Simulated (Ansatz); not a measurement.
## Relaxing Au

These are results of DFT PBE, scalar-relativistic, plane waves, PAW (Ansatz 0.2.0), not measurements. (420 eV cutoff, 16×16×16 k-mesh, Gaussian smearing of 0.10 eV, no spin polarisation)

What was changed: uniaxial strain along a, with b, c and atoms relaxed: -6.0 %.

Spin–orbit coupling is left out, which can shift energies with elements as heavy as these.

Command:

```bash
ansatz run input.yaml --threads 1 --pin off --max-ram 1331MiB --backend cpu --events-out ev --progress --plain --runs-dir out
```

Input:

```yaml
crystal:
  lattice:
    - [3.103230496, 0.0, 0.0]
    - [0.0, 3.3508286739, 0.0]
    - [0.0, 0.0, 3.3508286739]
  atoms:
    - { symbol: Au, position: [0.0, 0.0, 0.0] }
    - { symbol: Au, position: [0.5, 0.5, 0.5] }
basis:
  ecutwfc: 420
kpoints:
  mp_grid: { grid: [16, 16, 16] }
hamiltonian:
  xc: pbe
scf:
  occupations: { method: gaussian, width: 0.1 }
output:
  forces: true
  stress: true
  eigenvalues: true
relax:
  adjacent_minimum: "off"
  f_tol: 0.008
  max_steps: 40
  cell: { stress_tol: 0.015, fix: [a, angles] }
```

F is the free energy. Steps run on the plane waves of an earlier cell, but the last one, and at times one on the way, on a freshly chosen basis, so a repeated geometry can differ a little in energy. The held parts of the cell keep their stress, so P needn't end at zero.

At step 2 the energy rises: a step can overshoot before the optimiser corrects it.

Steps:

```
step F − F(1) (eV) largest force component (eV/Å) V (Å³/atom) P (GPa)
   1         0.0000                           0.000       17.422     5.25
   2         0.0074                           0.000       18.879    -5.40
   3        -0.0199                           0.000       18.125    -0.64
   4        -0.0201                           0.000       18.073    -0.26
   5        -0.0201                           0.000       18.068    -0.22
   6        -0.0206                           0.000       18.068    -0.23
```

Relaxed structure:

```xyz
2
Lattice="3.1032 0.0000 0.0000 0.0000 3.4124 0.0000 0.0000 0.0000 3.4124" Properties=species:S:1:pos:R:3 pbc="T T T"
Au    0.0000    0.0000    0.0000
Au    1.5516    1.7062    1.7062
```

The structure is tetragonal, space group I4/mmm (No. 139). The conventional cell has a = 3.412 Å, b = 3.412 Å, c = 3.103 Å, α = 90.00°, β = 90.00°, γ = 90.00°. Au (site symmetry 4/mmm) has 10 Au at 2.87 to 3.10 Å as nearest neighbours.

The run converged. It took 2.5 min on 1 thread of Arm Neoverse N1, with other jobs on the host, peak memory 0.52 GiB.